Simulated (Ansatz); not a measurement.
Ga:

```
Ga
1.0
     1.38300   -4.02650    0.00000
     1.38300    4.02650    0.00000
    -0.11745    0.00000    3.32993
Ga
2
Direct
  0.13100 0.86900 0.75000
  0.86900 0.13100 0.25000
```

This isn't the form of Ga at room conditions, which is orthorhombic.

Program: Ansatz 0.2.0. Alike in all runs: task single point; potentials or basis all-electron LAPW, scalar-relativistic; no spin polarisation; cell as given; k mesh 10 × 10 × 8; smearing fermi-dirac 0.05 eV; basis error allowed 0.001 eV/atom.

**Question.** Order these runs on this cell by their pressure, lowest first.
A. level PBE; cutoff (eV) 256
B. level RPBE; cutoff (eV) 255
C. level PBEsol; cutoff (eV) 256
D. level BLYP; cutoff (eV) 256
E. level LDA; cutoff (eV) 256

**Answer.** E (-3.9 GPa), C (-1.9 GPa), A (1.7 GPa), B (3.6 GPa), D (7.2 GPa).
